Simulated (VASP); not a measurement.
Crystal: BP.

```
CELL_PARAMETERS angstrom
0.00000 2.26900 2.26900
2.26900 0.00000 2.26900
2.26900 2.26900 0.00000
ATOMIC_POSITIONS crystal
P 0.75000 0.75000 0.75000
B 0.00000 0.00000 0.00000
```

Base run:

```yaml
Program: VASP 6.6.1
Functional: r2SCAN-EpsX
Potentials_or_basis: VASP PAW PBE potentials, release 64 (P, B)
Cutoff: 520 eV
k_mesh: 8 × 8 × 8
Occupations: gaussian, width 0.02 eV
Spin: no spin polarisation
```

Its results: band gap on the k mesh 2.03 eV, indirect (least direct gap 4.26 eV); pressure -1.6 GPa.

Problem. The run is repeated on the same cell with these changes: functional from r2SCAN-EpsX to HSE06. What comes out?

Solution. Band gap on the k mesh 2.01 eV, indirect (least direct gap 4.35 eV); pressure -2.2 GPa.

Caveats: the PAW data sets were made with another functional, which shifts forces and pressure a little.

A k mesh can miss the band edges.
